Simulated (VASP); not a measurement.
TiC under changes of volume

One of the cells (10.158 Å³/atom); the others are scaled copies at fixed shape and fractional positions:

```
CELL_PARAMETERS angstrom
0.00000 2.16572 2.16572
2.16572 0.00000 2.16572
2.16572 2.16572 0.00000
ATOMIC_POSITIONS crystal
Ti 0.00000 0.00000 0.00000
C 0.50000 0.50000 0.50000
```

The cell is a database's computed one.

| Item | Value |
| --- | --- |
| Program | VASP 6.6.1 |
| Functional | r2SCAN |
| Potentials or basis | VASP PAW PBE potentials, release 64 (Ti_sv, C) |
| Cutoff | 520 eV |
| k mesh | 10 × 10 × 10 |
| Occupations | fermi-dirac, width 0.05 eV |
| Spin | no spin polarisation |

```csv
volume (Å³/atom),energy over the lowest point (meV/atom),pressure (GPa)
9.752,15.32,12.0
9.955,3.98,5.8
10.158,0.00,0.3
10.361,?,?
10.564,11.41,-9.2
```

**Question.** What does the run at 10.361 Å³/atom give?

**Answer.** Energy over the lowest point 2.68 meV/atom; pressure -4.7 GPa.

Worked out: A Birch-Murnaghan fit of order 2 (a polynomial in V^(-2/3)) to the other rows has its minimum at 10.17 Å³/atom with B0 = V·E''(V) = 261 GPa. It gives 2.69 meV/atom at 10.361 Å³/atom, against the run's 2.68, and -dE/dV = -4.6 GPa, against -4.7.

Energies are extrapolated to zero smearing.

Caveats: the PAW data sets were made with another functional, which shifts forces and pressure a little.
